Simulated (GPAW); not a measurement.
## GaAs: G0W0 quasiparticle levels with LDA

**The experiment to reproduce.**

“Evidence of valence band perturbations in GaAsN/GaAs(001): A combined variable-angle spectroscopic ellipsometry and modulated photoreflectance investigation”, 2008, arxiv:0805.2212 reports, for a bulk crystal of GaAs at 300 K: band gap 1.412 ± 0.01 eV (direct).

Crystal: GaAs.

```
As Ga
1.0
     0.00000    2.82685    2.82685
     2.82685    0.00000    2.82685
     2.82685    2.82685    0.00000
As Ga
1 1
Direct
  0.75000 0.75000 0.75000
  0.00000 0.00000 0.00000
```

```
Program             : GPAW 26.7.0
Task                : G0W0 quasiparticle levels
Functional          : LDA
Potentials or basis : the program's PAW data sets (release 1.2.1) made for this functional
Cutoff              : 450 eV
Basis               : pw
k mesh              : 5 × 5 × 5
Occupations         : fermi-dirac, width 0.001 eV
Spin                : no spin polarisation
Response ecut       : 80 eV
Extrapolate         : no
Qp bands            : 2
Domega0             : 0.1 eV
Frequency           : ppa
Vertex              : GWG
Maxiter             : 150
Integrate gamma     : WS
All k               : no
Response bands      : 73
```

The band gap on the k mesh, mean-field level is 0.35 eV, direct and the quasiparticle gap is 1.55 eV. The least direct quasiparticle gap is 1.55 eV.

Levels at points of the mesh, in eV from the valence-band top:
| k point | band 1 | band 2 | band 3 | band 4 | band 5 | band 6 | band 7 |
| --- | --- | --- | --- | --- | --- | --- | --- |
| (0.00, 0.00, 0.00) | -12.76 | 0.00 | 0.00 | 0.00 | 0.35 | 3.71 | 3.71 |

Wall time 100 s on 1 thread of Arm Neoverse V1, on a shared host, peak memory 0.52 GiB.

Measured gap of GaAs: 1.412 eV (direct; 300 K; “Evidence of valence band perturbations in GaAsN/GaAs(001): A combined variable-angle spectroscopic ellipsometry and modulated photoreflectance investigation”, 2008, arxiv:0805.2212). This calculation gives 1.55 eV (+0.14 eV). 3 values of this kind are on record (1.412 to 1.51 eV); this one was drawn at random among those near their median, those with a stated uncertainty first. Spin-orbit coupling on As, Ga is left out. The value is that of G0W0 on LDA, without temperature or zero-point motion.

Caveat: the k mesh is coarse; the quasiparticle gap is taken among the few k points that were corrected; the long-wavelength limit can be off by a per cent or two.
